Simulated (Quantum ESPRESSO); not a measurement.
# Energy mapping worked by hand: CoO

Can a spin model with one coupling foretell the energy of a further order of CoO?

Calculated with Quantum ESPRESSO 7.5; PBEsol; plane waves with GBRV 1.5 PBEsol potentials, no spin-orbit coupling.

## Step 1: Starting point

It takes space group I4/mmm (No. 139, tetragonal). The conventional cell has a = 3.016 Å, b = 3.016 Å, c = 4.214 Å, α = 90.00°, β = 90.00°, γ = 90.00°. Nearest to Co lie 6 O at 2.11 to 2.13 Å. Nearest to O lie 6 Co at 2.11 to 2.13 Å. Farther neighbours and most contacts between anions are not listed.

The cell comes from the Crystallography Open Database.

## Step 2: The parallel order

All energies count from this run.

pw.in

```
&CONTROL
  calculation = 'scf'
  prefix = 'pwscf'
  outdir = './tmp'
  pseudo_dir = './pseudo'
  disk_io = 'nowf'
/
&SYSTEM
  ibrav = 0
  nat = 2
  ntyp = 2
  ecutwfc = 40
  ecutrho = 280
  nbnd = 20
  occupations = 'smearing'
  smearing = 'fd'
  degauss = 0.00367493
  nspin = 2
  starting_magnetization(1) = 0.1765
  starting_magnetization(2) = 0
/
&ELECTRONS
  conv_thr = 4d-09
  electron_maxstep = 150
  mixing_beta = 0.3
/
ATOMIC_SPECIES
Co     58.9332 co_pbesol_v1.2.uspp.F.UPF
O      15.9990 o_pbesol_v1.2.uspp.F.UPF
CELL_PARAMETERS angstrom
  -1.5080000000    1.5080000000    2.1072475377
   1.5080000000   -1.5080000000    2.1072475377
   1.5080000000    1.5080000000   -2.1072475377
ATOMIC_POSITIONS crystal
Co      0.0000000000    0.0000000000    0.0000000000
O       0.5000000000    0.5000000000    0.0000000000
K_POINTS automatic
10 10 10 0 0 0
```

Started as:

```sh
$ OMP_NUM_THREADS=1 mpirun -n 4 pw.x -nk 4 -in pw.in > pw.out
```

The program printed:

```text
Program PWSCF v.7.5 starts
     [... lines left out ...]
     number of atoms/cell      =            2
     [... lines left out ...]
     number of electrons       =        23.00
     number of Kohn-Sham states=           20
     kinetic-energy cutoff     =      40.0000  Ry
     charge density cutoff     =     280.0000  Ry
     scf convergence threshold =      4.0E-09
     [... lines left out ...]
     16 Sym. Ops., with inversion, found
     [... lines left out ...]
     number of k points=   102  Fermi-Dirac smearing, width (Ry)=  0.0037
     [... lines left out ...]
     iteration # 15     ecut=    40.00 Ry     beta= 0.30
     [... lines left out ...]
     Magnetic moment per site  (integrated on atomic sphere of radius R)
     atom   1 (R=0.290)  charge= 14.5607  magn=  2.5289
     atom   2 (R=0.290)  charge=  5.6952  magn=  0.3512
     [... lines left out ...]
     the Fermi energy is    13.9548 ev
!    total energy              =    -330.42869581 Ry
     estimated scf accuracy    <          2.0E-09 Ry
     smearing contrib. (-TS)   =      -0.00216245 Ry
     [... lines left out ...]
     total magnetization       =     2.99 Bohr mag/cell
     absolute magnetization    =     3.01 Bohr mag/cell
     convergence has been achieved in  15 iterations
   JOB DONE.
```

It took 11 s on 4 MPI ranks of Intel Xeon 6975P-C (Granite Rapids), shared host; peak memory 0.32 GiB.

Spin moment in the atom's sphere by atom:

| atom | spin moment in the atom's sphere (μB) |
| --- | --- |
| Co1 | 2.53 |
| O2 | 0.35 |

Read from the output:

```yaml
smearing_term_ts: 0.02942 eV
magnetization: 2.986 μB
absolute_magnetization: 3.012 μB
final_state: ferromagnetic
```

## Step 3: The orders used for the fit

The other orders were run with the same settings, on meshes that hold the same points. Free energies are divided by the number of Co atoms; q is in fractions of the reciprocal vectors of the first run's cell.

```csv
order,atoms,mesh,free energy (eV),eV per Co,largest moment (μB)
F +,2,10×10×10,-4495.7114,-4495.7114,2.53
"AF q=(1/2,1/2,1/2) +-",4,5×10×10,-8991.1997,-4495.5999,2.32
```

## Step 4: Counting neighbours

With E = −Σ J e_i·e_j over ordered pairs of unit vectors, turning a neighbour from parallel to opposed costs 2J a Co atom. So an order lies 2 Σ n J over the parallel one, n being the opposed neighbours in each shell.

| shell | distance (Å) | neighbours | opposed in AF q=(1/2,1/2,1/2) +- | opposed in AF q=(0,1/2,0) +- |
| --- | --- | --- | --- | --- |
| J1 | 3.00 | 12 | 8 | 6 |
| J2 | 4.21 | 6 | 0 | 6 |

Only J1 is kept, as an effective coupling that takes up all reversed shells.

## Step 5: Solving

```
2 × 8 × J1 = +111.6 meV    (AF q=(1/2,1/2,1/2) +-)
J1 = +6.98 meV
```

## Step 6: The test

The couplings now give the orders that were left out:

```
2 × 6 × (+6.98) = +83.8 meV    (AF q=(0,1/2,0) +-)
```

The runs themselves:

| order | atoms | mesh | free energy (eV) | eV per Co | largest moment (μB) | over the parallel order (meV) | foretold (meV) |
| --- | --- | --- | --- | --- | --- | --- | --- |
| AF q=(0,1/2,0) +- | 4 | 10×5×10 | -8991.6903 | -4495.8451 | 2.38 | -133.7 | +83.8 |

## Step 7: One more shell

One way to take up the miss is the next shell. Both differences then fix both couplings, and no order is left for a test.

```
2 × 8 × J1 = +111.6 meV    (AF q=(1/2,1/2,1/2) +-)
2 × 6 × J1 + 2 × 6 × J2 = -133.7 meV    (AF q=(0,1/2,0) +-)
J1 = +6.98 meV
J2 = -18.12 meV
```

## Step 8: Results

```yaml
effective_j1_co_co_at_3p00_a: 6.98 meV
largest_miss_on_the_orders_left_out: 217 meV
j1_with_two_shells: 6.98 meV
j2_with_two_shells: -18.1 meV
```

What this shows: The model misses the order left out by 217 meV, 163 % of the largest energy difference, so it fails: these couplings alone don't describe the crystal. With the next shell added the couplings are J1 = +6.98 and J2 = -18.12 meV, untested. The largest moment changes by 8.1 % between the orders. Shells that were dropped are folded into the couplings or show in the miss. No Hubbard term acts here. In such compounds local and semilocal functionals without one often delocalise the d electrons, and can shrink or lose moments and miss the size, sign and order of the couplings. The smearing term is large for its width, so states at the Fermi level are partly filled: at this level the cell is a metal or has a gap of a few widths at most.

[Logs and program files are shortened in this print: banners, set-up blocks, solver, clock and traceback lines can be left out without a mark of their own.]

[Logs are printed without paths, hosts, clocks, repeated set-up lines and the standing remarks that a program may print on its own settings, such as how far it seeks lower states.]

[Hosts, paths, dates, database ids (printed as entryN), source tags and the programs' standing remarks are cut or masked in the printed files.]

[Where a cell is said to come from a database of computed structures, the database is the Materials Project.]
